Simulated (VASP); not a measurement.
I:

```xyz
1
Lattice="-1.6175 1.6175 4.2648 1.6175 -1.6175 4.2648 1.6175 1.6175 -4.2648" Properties=species:S:1:pos:R:3 pbc="T T T"
I     0.0000    0.0000    0.0000
```

Base run:

```yaml
Program: VASP 6.6.1
Functional: PBE
Potentials_or_basis: VASP PAW PBE potentials, release 64 (I)
Cutoff: 520 eV
k_mesh: 11 × 11 × 11
Occupations: gaussian, width 0.05 eV
Spin: no spin polarisation
```

Its results: band gap on the k mesh none (metal or under the smearing width); pressure 0.1 GPa.

Q: The run is repeated on the same cell with these changes: functional from PBE to RPBE; cutoff from 520 eV to 500 eV. What comes out?

A: Band gap on the k mesh none (metal or under the smearing width); pressure 1.3 GPa.

RPBE binds less tightly than PBE, so the same cell stands under more pressure.

Caveats: an odd number of electrons without spin polarisation forces a metal; a magnetic or distorted state may lie lower; the PAW data sets were made with another functional, which shifts forces and pressure a little (some runs).
